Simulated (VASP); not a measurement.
A run of VASP 6.6.1 is set up as follows.

Contents of INCAR:

```
PREC = Accurate ; ENCUT = 520
EDIFF = 1E-7 ; ISMEAR = 0
SIGMA = 0.05 ; LREAL = F
LASPH = T ; NELM = 100
ALGO = Fast ; ISIF = 2
LWAVE = F ; LCHARG = F
GGA = CA ; NBANDS = 11
```

Contents of KPOINTS:

```
Automatic mesh
0
Gamma
  12 12 12
```

The input POSCAR:

```
BN
1.0
    0.0000000000      3.4389299082      2.2377055828
    1.2314409547      0.0000000000      2.2377055828
    1.2314409547      3.4389299082      0.0000000000
B N
1 1
Direct
    0.0000486500      0.0000486500      0.9999513500
    0.6666513400      0.6666513400      0.3333486600
```

Potentials or basis: VASP PAW LDA potentials, release 64 (B, N).

Launch:

```bash
$ cat potpaw_LDA.64/B/POTCAR potpaw_LDA.64/N/POTCAR > POTCAR
$ mpirun -np 1 vasp_std > vasp.out
```

What does it give for the pressure?

-8.7 GPa.

Estimate the largest force.

0.431 eV/Å.

What does it give for the band gap on the k mesh?

3.32 eV, indirect (least direct gap 4.41 eV).

Stress tensor (GPa, compression positive):
```
  4.16   0.00   0.00
  0.00  -0.93   0.00
  0.00   0.00 -29.36
```

A k mesh can miss the band edges. LDA gaps usually lie below the measured ones, often by a third to a half.
